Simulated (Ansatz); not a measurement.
Something may be wrong with this Ansatz 0.2.0 calculation of CoSi.

input.yaml

```yaml
crystal:
  lattice: { a: 4.25286427, b: 4.25286427, c: 4.25286427, alpha: 90.0, beta: 90.0, gamma: 90.0 }
  space_group: 198
  setting: { hermann_mauguin: P213 }
  reduce_to_primitive: true
  atoms:
    - { symbol: Co, position: [0.86, 0.64, 0.36], spin: 2.0 }
    - { symbol: Si, position: [0.157, 0.343, 0.657] }
kpoints:
  mp_grid: { grid: [6, 6, 6] }
scf:
  occupations: { method: gaussian, width: 0.05 }
  max_iter: 80
hamiltonian:
  xc: blyp
  dispersion: d3bj
  pseudopotentials:
    kind: all_electron
    lapw: { basis_error: 0.001 }
    dirac_shells: { Co: ["2p"], Si: ["2p"] }
magnetization:
  spin_polarized: [1, 2]
output:
  forces: true
  stress: true
  eigenvalues: true
  dos: { projected: false, de: 0.1, e_range: [-10, 10] }
```

Potentials or basis: all-electron LAPW, inner shells corrected to Dirac's equation.

Launch:

```console
$ ansatz run input.yaml --threads 4 --pin off --max-ram 14336MiB --backend cpu --events-out ev --progress --plain --runs-dir out
```

Output:

```text
Error: YAML parse error: error: line 22 column 19: expected string scalar
  --> <input>:22:19
   |
20 |     dirac_shells: { Co: ["2p"], Si: ["2p"] }
21 | magnetization:
22 |   spin_polarized: [1, 2]
   |                   ^ expected string scalar
23 | output:
24 |   forces: true
   |
```

Diagnose the run.

The program refused the input. The input holds a flaw that was put in on purpose: a value of the wrong type (magnetization.spin_polarized = [1, 2]).
